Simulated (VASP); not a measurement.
The system is FeO.

```
Fe O
1.0
     1.51768    0.87623    2.51579
    -1.51768    0.87623    2.51579
     0.00000   -1.75247    2.51579
Fe O
1 1
Direct
  0.00000 0.00000 0.00000
  0.50000 0.50000 0.50000
```

Base run:

```yaml
Program: VASP 6.6.1
Functional: PBE
Potentials_or_basis: VASP PAW PBE potentials, release 64 (Fe, O)
Cutoff: 520 eV
k_mesh: 8 × 8 × 8
Occupations: gaussian, width 0.05 eV
Spin: no spin polarisation
Hubbard_terms: Fe d U = 5 eV
```

Its results: band gap on the k mesh 2.90 eV, indirect (least direct gap 3.26 eV); pressure -17.0 GPa.

Q: The run is repeated on the same cell with these changes: spin from no spin polarisation to collinear spin, random start; further incar settings from ALGO = Normal; EDIFF = 1e-07; NBANDS = 14 to ALGO = Normal; EDIFF = 1e-06. What comes out?

A: Band gap on the k mesh none (metal or under the smearing width); pressure -1.0 GPa; net moment 4.00 μB per cell; site moments Fe +3.86; O +0.18 μB.

Caveats: a cell with one magnetic atom can't hold antiferromagnetic order, which such compounds often take (some runs).

A k mesh can miss the band edges.

Not every run made on this cell is shown here.
